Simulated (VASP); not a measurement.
# KMgF3 (Pm-3m) in VASP: further runs, part 2 of 2

VASP 6.6.1. The steps go on from the part before.

### Step 3. Single point, LDA

This run uses another cell than the first one, of 13.11 Å³/atom, 0.962 times its volume.

Contents of INCAR:

```
SYSTEM = KMgF3
PREC = Accurate ; ENCUT = 520
EDIFF = 1E-6 ; ISMEAR = 0
SIGMA = 0.01 ; LREAL = .FALSE.
LASPH = .TRUE. ; NELM = 100
ALGO = Normal ; ISIF = 2
LWAVE = .FALSE. ; LCHARG = .FALSE.
GGA = CA ; NBANDS = 24
```

Contents of KPOINTS:

```
regular mesh
0
G
  6 6 6
  0 0 0
```

Contents of POSCAR:

```
KMgF3
1.0
    4.0325305745      0.0000000000      0.0000000000
    0.0000000000      4.0325305745      0.0000000000
    0.0000000000      0.0000000000      4.0325305745
K Mg F
1 1 3
Direct
    0.5000000000      0.5000000000      0.5000000000
    0.0000000000      0.0000000000      0.0000000000
    0.5000000000      0.0000000000      0.0000000000
    0.0000000000      0.5000000000      0.0000000000
    0.0000000000      0.0000000000      0.5000000000
```

Potentials or basis: VASP PAW LDA potentials, release 64 (K_sv, Mg, F).

Started as:

```sh
$ cat potpaw_LDA.64/K_sv/POTCAR potpaw_LDA.64/Mg/POTCAR potpaw_LDA.64/F/POTCAR > POTCAR
$ mpirun -np 1 vasp_std > vasp.out
```

OUTCAR:

```text
SYSTEM = KMgF3
   PREC = Accurate
   ENCUT = 520
   EDIFF = 1E-6
   ISMEAR = 0
   LREAL = .FALSE.
   LASPH = .TRUE.
   NELM = 100
   ISIF = 2
   GGA = CA

 ion  position               nearest neighbor table
   1  0.500  0.500  0.500-   3 2.85   4 2.85   5 2.85   3 2.85   4 2.85   3 2.85   5 2.85   3 2.85
                             4 2.85   5 2.85   4 2.85   5 2.85   2 3.49   2 3.49   2 3.49   2 3.49
   2  0.000  0.000  0.000-   3 2.02   4 2.02   5 2.02   5 2.02   4 2.02   3 2.02   1 3.49   1 3.49
                             1 3.49   1 3.49   1 3.49   1 3.49   1 3.49   1 3.49
   3  0.500  0.000  0.000-   2 2.02   2 2.02   1 2.85   1 2.85   1 2.85   1 2.85
   4  0.000  0.500  0.000-   2 2.02   2 2.02   1 2.85   1 2.85   1 2.85   1 2.85
   5  0.000  0.000  0.500-   2 2.02   2 2.02   1 2.85   1 2.85   1 2.85   1 2.85

  LATTYP: Found a simple cubic cell.
 ALAT       =     4.0325305745

  Lattice vectors:

 A1 = (   4.0325305745,   0.0000000000,   0.0000000000)
 A2 = (   0.0000000000,   4.0325305745,   0.0000000000)
 A3 = (   0.0000000000,   0.0000000000,   4.0325305745)

Analysis of symmetry for initial positions (statically):
=====================================================================
 Subroutine PRICEL returns:
 Original cell was already a primitive cell.

 Routine SETGRP: Setting up the symmetry group for a
 simple cubic supercell.

 Subroutine GETGRP returns: Found 48 space group operations
 (whereof 48 operations were pure point group operations)
 out of a pool of 48 trial point group operations.

The static configuration has the point symmetry O_h .

Analysis of symmetry for dynamics (positions and initial velocities):
=====================================================================
 Subroutine PRICEL returns:
 Original cell was already a primitive cell.

 Routine SETGRP: Setting up the symmetry group for a
 simple cubic supercell.

 Subroutine GETGRP returns: Found 48 space group operations
 (whereof 48 operations were pure point group operations)
 out of a pool of 48 trial point group operations.

The dynamic configuration has the point symmetry O_h .

 Subroutine INISYM returns: Found 48 space group operations
 (whereof 48 operations are pure point group operations),
 and found     1 'primitive' translations

----------------------------------------------------------------------------------------

                                     Primitive cell

  volume of cell :      65.5742

  direct lattice vectors                    reciprocal lattice vectors
     4.032530574  0.000000000  0.000000000     0.247983241  0.000000000  0.000000000
     0.000000000  4.032530574  0.000000000     0.000000000  0.247983241  0.000000000
     0.000000000  0.000000000  4.032530574     0.000000000  0.000000000  0.247983241

  length of vectors
     4.032530574  4.032530574  4.032530574     0.247983241  0.247983241  0.247983241

  position of ions in fractional coordinates (direct lattice)
     0.500000000  0.500000000  0.500000000
     0.000000000  0.000000000  0.000000000
     0.500000000  0.000000000  0.000000000
     0.000000000  0.500000000  0.000000000
     0.000000000  0.000000000  0.500000000

  ion indices of the primitive-cell ions
   primitive index   ion index
                 1           1
                 2           2
                 3           3
                 4           4
                 5           5
[... 31 lines left out ...]
  0.333333  0.000000  0.000000      6.000000
  0.500000  0.000000  0.000000      3.000000
  0.166667  0.166667  0.000000     12.000000
  0.333333  0.166667  0.000000     24.000000
[... 12 lines left out ...]
  0.500000  0.500000  0.333333      6.000000
  0.500000  0.500000  0.500000      1.000000
   k-points           NKPTS =     20   k-points in BZ     NKDIM =     20   number of bands    NBANDS=     24
   number of dos      NEDOS =    301   number of ions     NIONS =      5
   total plane-waves  NPLWV =  27000
   dimension x,y,z NGX =    30 NGY =   30 NGZ =   30
   dimension x,y,z NGXF=    60 NGYF=   60 NGZF=   60
   ions per type =               1   1   3
   NGX,Y,Z   is equivalent  to a cutoff of  12.37, 12.37, 12.37 a.u.
   NGXF,Y,Z  is equivalent  to a cutoff of  24.74, 24.74, 24.74 a.u.
 SYSTEM =  KMgF3
   PREC   = accura    normal or accurate (medium, high low for compatibility)
   ISTART =      0    job   : 0-new  1-cont  2-samecut
   ICHARG =      2    charge: 1-file 2-atom 10-const
   ISPIN  =      1    spin polarized calculation?
   LNONCOLLINEAR =      F non collinear calculations
   LSORBIT =      F    spin-orbit coupling
   LASPH  =      T    aspherical Exc in radial PAW
   ENCUT  =  520.0 eV  38.22 Ry    6.18 a.u.   7.50  7.50  7.50*2*pi/ulx,y,z
   NELM   =    100;   NELMIN=  2; NELMDL= -5     # of ELM steps
   EDIFF  = 0.1E-05   stopping-criterion for ELM
   LREAL  =      F    real-space projection
   EDIFFG = 0.1E-04   stopping-criterion for IOM
   NSW    =      0    number of steps for IOM
   IBRION =     -1    ionic relax: 0-MD 1-quasi-New 2-CG
   NFREE  =      0    steps in history (QN), initial steepest desc. (CG)
   ISIF   =      2    stress and relaxation
   ISYM   =      2    0-nonsym 1-usesym 2-fastsym
   POTIM  = 0.5000    time-step for ionic-motion
   TEBEG  =    0.0;   TEEND  =   0.0 temperature during run
   PSTRESS=    0.0 pullay stress
   NELECT =      32.0000    total number of electrons
   NUPDOWN=      -1.0000    fix difference up-down
   EMIN   =  10.00;   EMAX   =-10.00  energy-range for DOS
   EFERMI =   0.00;   METHOD = LEGACY
   ISMEAR =     0;   SIGMA  =   0.01  broadening in eV -4-tet -1-fermi 0-gaus
   EFERMI_NEDOS =   21; number of points for ismear=-14 and -15
   IALGO  =     38    algorithm
   IMIX   =      4    mixing-type and parameters
     AMIX     =   0.40;   BMIX     =  1.00
     AMIX_MAG =   1.60;   BMIX_MAG =  1.00
  volume/ion in A,a.u.               =      13.11        88.50
  Fermi-wavevector in a.u.,A,eV,Ry     =   1.288884  2.435638 22.602296  1.661222
  Thomas-Fermi vector in A             =   2.420811
   LORBIT       =      0    0 simple, 1 ext, 2 COOP (PROOUT), +10 PAW based schemes
   GGA     = CA    functional components
   LHFCALC =     F    Hartree Fock is set to
   AEXX    =    0.0000 exact exchange contribution
   IVDW    =     0    specifies the selected vdW correction
   LEPSILON=     F    determine dielectric tensor
   LRPA    =     F    only Hartree local field effects (RPA)
 non-spin polarized calculation
 Gauss-broadening in eV      SIGMA  =   0.01
  energy-cutoff  :      520.00
  volume of cell :       65.57
 maximum number of plane-waves:      1791
 NGX is ok and might be reduce to    30
   NGX = 15   NGY = 15   NGZ = 15

 number of electron      31.9999957 magnetization

 Free energy of the ion-electron system (eV)
  ---------------------------------------------------
  ext. energy  EPLUGINS =         0.00000000
  ---------------------------------------------------
  free energy    TOTEN  =       -26.98238674 eV

  energy without entropy =      -26.98238674  energy(sigma->0) =      -26.98238674

 E-fermi :  -2.1231     XC(G=0): -10.2347

 val. band max:       -2.1678398691   @ k =   0.5000   0.5000   0.5000
 cond. band min:       4.5303293613   @ k =   0.0000   0.0000   0.0000
 fundamental gap:      6.6981692304
 Fermi energy:        -2.1230631416

 k-point     1 :       0.0000    0.0000    0.0000
  band No.  band energies     occupation
      1     -27.4077      2.00000
      2     -21.8030      2.00000
      3     -21.1530      2.00000
      4     -21.1530      2.00000
      5     -11.1436      2.00000
      6     -11.1436      2.00000
[... 529 lines left out ...]
     23      12.1675      0.00000
     24      12.2216      0.00000

------------------------ aborting loop because EDIFF is reached ----------------------------------------

  FORCE on cell =-STRESS in cart. coord.  units (eV):
  Direction    XX          YY          ZZ          XY          YZ          ZX
  --------------------------------------------------------------------------------------
  -------------------------------------------------------------------------------------
  Total       -2.9932315     -2.9932315     -2.9932315     -0.0000000     -0.0000000      0.0000000
  in kB      -73.1337558    -73.1337558    -73.1337558     -0.0000000     -0.0000000      0.0000000
  external PRESSURE =     -73.1337558 kB  Pullay stress =       0.0000000 kB

 VOLUME and BASIS-vectors are now :
 -----------------------------------------------------------------------------
  energy-cutoff  :      520.00
  volume of cell :       65.57
      direct lattice vectors                 reciprocal lattice vectors
     4.032530574  0.000000000  0.000000000     0.247983241  0.000000000  0.000000000
     0.000000000  4.032530574  0.000000000     0.000000000  0.247983241  0.000000000
     0.000000000  0.000000000  4.032530574     0.000000000  0.000000000  0.247983241

 POSITION                                       TOTAL-FORCE (eV/Angst)
 -----------------------------------------------------------------------------------
      2.01627      2.01627      2.01627         0.000000      0.000000      0.000000
      0.00000      0.00000      0.00000         0.000000      0.000000      0.000000
      2.01627      0.00000      0.00000         0.000000      0.000000      0.000000
      0.00000      2.01627      0.00000         0.000000      0.000000      0.000000
      0.00000      0.00000      2.01627         0.000000      0.000000      0.000000
 -----------------------------------------------------------------------------------
    total drift:                                0.000000     -0.000000      0.000000

  FREE ENERGIE OF THE ION-ELECTRON SYSTEM (eV)
  ---------------------------------------------------
  free  energy   TOTEN  =       -26.9823867418 eV

  energy  without entropy=      -26.9823867418  energy(sigma->0) =      -26.98238674
```

OSZICAR:

```text
N       E                     dE             d eps       ncg     rms          rms(c)
DAV:   1     0.224946798209E+03    0.22495E+03   -0.17089E+04   960   0.128E+03
DAV:   2    -0.168122670071E+02   -0.24176E+03   -0.23155E+03  1200   0.347E+02
DAV:   3    -0.284581555430E+02   -0.11646E+02   -0.11574E+02  1320   0.720E+01
DAV:   4    -0.291141670097E+02   -0.65601E+00   -0.65578E+00  1320   0.105E+01
DAV:   5    -0.291185820003E+02   -0.44150E-02   -0.44150E-02  1296   0.877E-01    0.848E+00
DAV:   6    -0.270822149778E+02    0.20364E+01   -0.66643E+00  1128   0.181E+01    0.385E+00
DAV:   7    -0.270231389239E+02    0.59076E-01   -0.19562E-01  1136   0.268E+00    0.238E+00
DAV:   8    -0.269833104771E+02    0.39828E-01   -0.65965E-02  1184   0.237E+00    0.303E-01
DAV:   9    -0.269823914174E+02    0.91906E-03   -0.10927E-02  1344   0.709E-01    0.117E-01
DAV:  10    -0.269823956904E+02   -0.42729E-05   -0.88267E-04  1176   0.170E-01    0.512E-02
DAV:  11    -0.269823870845E+02    0.86058E-05   -0.10592E-04  1208   0.750E-02    0.170E-02
DAV:  12    -0.269823867418E+02    0.34273E-06   -0.63281E-06  1232   0.173E-02
   1 F= -.26982387E+02 E0= -.26982387E+02  d E =-.156143E-12
```

stdout:

```text
POSCAR found type information on POSCAR K MgF
 POSCAR found :  3 types and       5 ions
 scaLAPACK will be used
 LDA part: xc-table for (Slater(with rela. corr.)+CA(PZ))
 , standard interpolation
 POSCAR, INCAR and KPOINTS ok, starting setup
 FFT: planning ... GRIDC
 FFT: planning ... GRID_SOFT
 FFT: planning ... GRID
 WAVECAR not read
 entering main loop
```

Wall time 19 s (1 thread of Intel Xeon Platinum 8488C (Sapphire Rapids), shared host); peak memory 0.16 GiB.

What came out:

```yaml
Free_energy: -26.9824 eV
Pressure: -7.3 GPa
Band_gap_on_the_k_mesh: 6.70 eV, indirect (least direct gap 7.02 eV)
```
